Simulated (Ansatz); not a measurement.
# Magnesium, A15 under RPBE: relaxation and energy

What does RPBE give for magnesium in the A15 structure? We relax it, then solve it on a dense k-mesh. Spin polarisation is left out. The k-meshes are 5×5×5 for the relaxation; 6×6×6 for the dense run.

Computed with Ansatz 0.2.0 (DFT RPBE, plane waves (420 eV) with PAW, scalar-relativistic; the PAW data stem from PBE, with regenerated cores, unless a step says otherwise).

**1. Starting point**

It takes space group Pm-3n (No. 223, cubic). The conventional cell has a = 5.707 Å, b = 5.707 Å, c = 5.707 Å, α = 90.00°, β = 90.00°, γ = 90.00°. Around Mg (site symmetry m-3) lie 12 Mg at 3.19 Å. Mg (site symmetry -4m2) is surrounded by 6 Mg at 2.85 to 3.19 Å.

Coordinates:

```cif
data_structure
_symmetry_space_group_name_H-M 'P 1'
_symmetry_Int_Tables_number 1
_cell_length_a 5.7072
_cell_length_b 5.7072
_cell_length_c 5.7072
_cell_angle_alpha 90.000
_cell_angle_beta 90.000
_cell_angle_gamma 90.000
_cell_volume 185.90
loop_
_atom_site_label
_atom_site_type_symbol
_atom_site_fract_x
_atom_site_fract_y
_atom_site_fract_z
_atom_site_occupancy
Mg1 Mg 0.00000 0.00000 0.00000 1
Mg2 Mg 0.50000 0.50000 0.50000 1
Mg3 Mg 0.25000 0.00000 0.50000 1
Mg4 Mg 0.75000 0.00000 0.50000 1
Mg5 Mg 0.50000 0.25000 0.00000 1
Mg6 Mg 0.50000 0.75000 0.00000 1
Mg7 Mg 0.00000 0.50000 0.25000 1
Mg8 Mg 0.00000 0.50000 0.75000 1
```

**2. Relaxing cell and atoms**

Input file input.yaml:

```yaml
crystal:
  lattice:
    - [5.7071978321, 0.0, 0.0]
    - [0.0, 5.7071978321, 0.0]
    - [0.0, 0.0, 5.7071978321]
  atoms:
    - { symbol: Mg, position: [0.0, 0.0, 0.0] }
    - { symbol: Mg, position: [0.5, 0.5, 0.5] }
    - { symbol: Mg, position: [0.25, 0.0, 0.5] }
    - { symbol: Mg, position: [0.75, 0.0, 0.5] }
    - { symbol: Mg, position: [0.5, 0.25, 0.0] }
    - { symbol: Mg, position: [0.5, 0.75, 0.0] }
    - { symbol: Mg, position: [0.0, 0.5, 0.25] }
    - { symbol: Mg, position: [0.0, 0.5, 0.75] }
hamiltonian:
  xc: rpbe
  pseudopotentials:
    kind: paw
    azcp:
      Mg: "pseudopotentials/Mg.paw.azcp"
basis:
  ecutwfc: 420
  fft_grid_basis: typed
kpoints:
  mp_grid: { grid: [5, 5, 5], shift: [0, 0, 0] }
magnetization:
  spin_polarized: false
scf:
  occupations: { method: fermi_dirac, width: 0.1 }
relax:
  max_steps: 60
  f_tol: 0.01
  cell: {}
```

Run with:

```
ansatz run input.yaml --threads 4 --pin off --max-ram 8192MiB --backend cpu --events-out ev --progress --plain --runs-dir out
```

The runs that follow: Dense single point.

**Question.** What will these runs give? Wanted: space group; conventional cell; volume; shortest distance; gap on the mesh; relative to hcp.

**Answer**, as computed:

| quantity | value |
| --- | --- |
| space group (spins left aside) | Pm-3n (No. 223) |
| conventional cell | a = 5.789 Å |
| volume | 24.244 Å³/atom |
| shortest distance | 2.894 Å |
| gap on the mesh | none (levels filled in part) |
| relative to hcp | +46 meV/atom |

What this shows: The relaxation enlarged the cell by 4.3 % in volume. It lies 46 meV/atom above the element's reference form at the same level (hcp, from a run of its own). No gap shows: it is a metal or semimetal at this level. Relaxation kept the symmetry; phonons were not checked.
